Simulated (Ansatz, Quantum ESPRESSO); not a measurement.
**Na: programs and potentials compared**

```
Na
1.0
     3.70038    0.00000    0.00000
    -1.85019    3.20463    0.00000
     0.00000    0.00000   12.53732
Na
4
Direct
  0.67684 0.35248 0.75320
  0.00558 0.99889 0.49961
  0.33574 0.67800 0.25136
  0.00536 0.99342 0.00136
```

This isn't the form of Na at room conditions, which is bcc.

Atoms were shifted at random by some hundredths of an Å from the given cell, which wasn't relaxed again for these runs.

Alike in all runs: task single point; functional PBEsol; k mesh 8 × 8 × 3; occupations fermi-dirac, width 0.05 eV; no spin polarisation; no spin-orbit coupling. Pressure is positive in compression and, in plane waves, holds the error of the finite cutoff, which Ansatz's Pulay term estimates and takes out.

| program and potentials | plane-wave cutoff (eV) | notes | pressure (GPa) | energy over the undisturbed cell (meV/atom) |
| --- | --- | --- | --- | --- |
| Ansatz, Ansatz PAW | 420 | potentials made for PBE, which Ansatz adapts in part | -0.15 | 0.26 |
| Ansatz, all-electron LAPW, scalar-relativistic | - | - | ? | - |
| Quantum ESPRESSO, GBRV 1.5 PBEsol | 612 | - | -0.16 | 0.26 |

Problem. Estimate from the other rows what the run with Ansatz, all-electron LAPW, scalar-relativistic gave.

Solution. Pressure -0.14 GPa. The other rows, which needn't bracket it: pressure -0.16 to -0.15; energy over the undisturbed cell 0.26.
